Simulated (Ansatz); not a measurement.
## From the elastic tensor of SiC to moduli and sound speeds

The calculation used Ansatz 0.2.0, DFT PBE, scalar-relativistic, plane waves, PAW. Settings: 420 eV plane-wave cutoff, Γ-centred 8×8×8 mesh, fixed occupations. No spin polarisation.

The structure is cubic, space group F-43m (No. 216). The conventional cell has a = 4.379 Å, b = 4.379 Å, c = 4.379 Å, α = 90.00°, β = 90.00°, γ = 90.00°. C (site symmetry -43m) is surrounded by 4 Si at 1.90 Å. Around Si (site symmetry -43m) lie 4 C at 1.90 Å.

The cell is the ideal cubic zincblende prototype.

Relaxed-ion constants (GPa, on the Cartesian axes of the calculation):
```
383.1 127.3 127.3   0.0   0.0   0.0
127.3 383.1 127.3   0.0   0.0   0.0
127.3 127.3 383.1   0.0   0.0   0.0
  0.0   0.0   0.0 239.2   0.0   0.0
  0.0   0.0   0.0   0.0 239.2   0.0
  0.0   0.0   0.0   0.0   0.0 239.2
```

Density 3.171 g/cm³; 2 atoms in 21.00 Å³.

The values that follow are for a polycrystal of randomly turned grains, by Hill's mean where one number stands.

With S = C⁻¹: B_V = (C11+C22+C33+2(C12+C13+C23))/9, G_V = (C11+C22+C33−C12−C13−C23+3(C44+C55+C66))/15, 1/B_R = S11+S22+S33+2(S12+S13+S23), 15/G_R = 4(S11+S22+S33−S12−S13−S23)+3(S44+S55+S66); Hill is their mean. Then v_l = √((B+4G/3)/ρ), v_t = √(G/ρ), v_m = [(2/v_t³+1/v_l³)/3]^(−1/3) and Θ = (ħ/k_B)·v_m·(6π²n/V)^(1/3) for n atoms in the volume V; E = 9BG/(3B+G), ν = (3B−2G)/(2(3B+G)) and A^U = 5G_V/G_R + B_V/B_R − 6.

```
Bulk modulus, Voigt / Reuss / Hill          : 212.6 / 212.6 / 212.6 GPa
Shear modulus, Voigt / Reuss / Hill         : 194.7 / 177.4 / 186.0 GPa
Young's modulus                             : 432 GPa
Poisson ratio                               : 0.161
Pugh ratio B/G                              : 1.14
Universal anisotropy index                  : 0.49
Longitudinal and transverse sound speeds    : 12053 and 7660 m/s
Debye temperature from the mean sound speed : 1145 K
```

Cost: 1 run of about 0.21 core-minutes, on Intel Xeon 6975P-C (Granite Rapids) (shared hosts).

The elastic constants describe a stiff covalent network in which resistance to shear nearly matches resistance to compression. C44 (239.2 GPa) far exceeds C12 (127.3 GPa), a departure from the Cauchy relation that fits directional sp³ bonds opposing changes of bond angle. The anisotropy has a geometric origin. A volume-conserving tetragonal strain leaves the bond lengths unchanged to first order and mainly bends the angles, whereas the shear governed by C44 also stretches bonds, even after the sublattices relax. The crystal is therefore stiffest in tension along the ⟨111⟩ bond directions and most compliant along ⟨100⟩, so the averaged Young's modulus shouldn't be applied to an oriented film or single crystal. Strong bonds between light atoms also account for the fast sound and high Debye temperature. The tensor meets the cubic criteria for stability against small homogeneous strains, but this doesn't rank zincblende against the hexagonal polytypes. The low B/G ratio is consistent with the known brittleness of SiC, though it measures neither toughness nor strength.
